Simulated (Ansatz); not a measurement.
## SiGe: computed properties

Method: DFT r2SCAN, scalar-relativistic, plane waves, PAW (Ansatz 0.2.0).

Settings: cutoff 500 eV, Γ-centred mesh 12×12×4 on the computed 4-atom cell, Gaussian smearing of 0.02 eV; no spin polarisation.

The structure is relaxed at this level of theory with its symmetry kept. Whether it is the stable form of this composition wasn't checked.

```
Si Ge
1.0
     3.90438    0.00000    0.00000
    -1.95219    3.38129    0.00000
     0.00000    0.00000    6.45368
Si Ge
2 2
Direct
  0.66667 0.33333 0.87447
  0.33333 0.66667 0.37447
  0.66667 0.33333 0.50053
  0.33333 0.66667 0.00053
```

| Quantity | Value |
| --- | --- |
| Space group | P6_3mc (No. 186) |
| Volume per atom | 21.30 Å³ |
| Formation energy from the elements' standard states (uncorrected) | +0.026 eV/atom |
| Generalised Kohn–Sham band gap | 0.66 eV, indirect from Γ to M |
| Löwdin character of the top 1 eV of the valence band | Ge 4p 52 %, Si 3p 46 % |
| Löwdin character of the lowest 1 eV of the conduction band | Si 3p 32 %, Ge 4p 23 %, Si 3s 17 %, Ge 4s 17 %, unprojected 10 % |
| Electron masses at the edge by Cartesian direction of the standard setting (m_e; degenerate bands sorted by energy; no spin-orbit coupling) | x: 0.11; y: 1.2; z: 1.1 |
| Hole masses at the edge by Cartesian direction of the standard setting (m_e; degenerate bands sorted by energy; no spin-orbit coupling) | x: 0.51, 0.082; y: 0.51, 0.082; z: 0.50, 0.50 |
| Bulk modulus | 84 GPa |
| Its pressure derivative | 4.4 |
| Electronic dielectric constant xx, yy, zz of the standard setting (independent particles) | 12.5, 12.5, 13.4 |
| Bader charges (e) | Si (2 in the cell) 0.35, Ge (2 in the cell) -0.35 |